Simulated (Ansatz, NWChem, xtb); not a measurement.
Loss of C2H6: C3H9N → CH3N + C2H6

Species: C3H9N (propylamine) `CCCN`, singlet; CH3N (methanimine) `C=N`, singlet; C2H6 (ethane) `CC`, singlet. 

Shapes, held fixed at every level: PBE0-D4/def2-TZVP. Flexible molecules stand in one conformer, not always the lowest. Programs: Ansatz 0.2.0, NWChem 7.3.0, xtb 6.7.1. Electronic energies: no zero-point or thermal term.

(1) Estimate ΔE of this reaction.

## Answers

(1) The highest level, CCSD(T)/CBS estimate, gives ΔE = +89.2 kJ/mol; the levels span +60.3 to +124.0. The column of differences is taken from that level and isn't an error. No measured value is set beside it here. The CBS estimate extrapolates MP2 from def2-TZVPP and def2-QZVPP and adds CCSD(T) − MP2 in the triple-zeta set, cores frozen.

```
               level                    kind  ΔE (kJ/mol)  less CCSD(T)/CBS estimate
            GFN2-xTB          semi-empirical       +124.0                      +34.8
       HF/def2-TZVPP            Hartree–Fock        +60.3                      -28.9
   PBE-D4/def2-TZVPP                     GGA        +92.6                       +3.4
r2SCAN-D4/def2-TZVPP                meta-GGA        +94.3                       +5.1
       PBE0/def2-SVP           global hybrid       +106.9                      +17.7
  wB97X-V/def2-TZVPP  range-separated hybrid        +96.9                       +7.7
  CCSD(T)/def2-TZVPP   coupled cluster or CI        +84.2                       -5.0
     CCSD/def2-TZVPP   coupled cluster or CI        +83.9                       -5.3
CCSD(T)/CBS estimate   coupled cluster or CI        +89.2                        0.0
```
